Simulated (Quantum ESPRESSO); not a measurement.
The system is WC.

```
CELL_PARAMETERS angstrom
0.00000 2.19268 2.19268
2.19268 0.00000 2.19268
2.19268 2.19268 0.00000
ATOMIC_POSITIONS crystal
W 0.00000 0.00000 0.00000
C 0.50000 0.50000 0.50000
```

Measurements of this composition are mostly on another form, of space group No. 187.

Base run:

* Program: Quantum ESPRESSO 7.5
* Functional: PBEsol
* Potentials or basis: PseudoDojo 0.4.1 SR PBEsol standard
* Cutoff: 1116 eV
* Density cutoff: 4463 eV
* k mesh: 10 × 10 × 10
* Occupations: fermi-dirac, width 0.05 eV
* Spin: no spin polarisation

Its results: band gap on the k mesh none (metal or under the smearing width); pressure -9.9 GPa.

Problem. The run is repeated on the same cell with these changes: potentials or basis from PseudoDojo 0.4.1 SR PBEsol standard to PseudoDojo 0.4 FR PBEsol standard; spin from no spin polarisation to spin-orbit coupling, no magnetisation. What comes out?

Solution. Band gap on the k mesh none (metal or under the smearing width); pressure -9.4 GPa.

Caveats: spin-orbit coupling is left out, which moves the levels of the heavy elements (some runs).
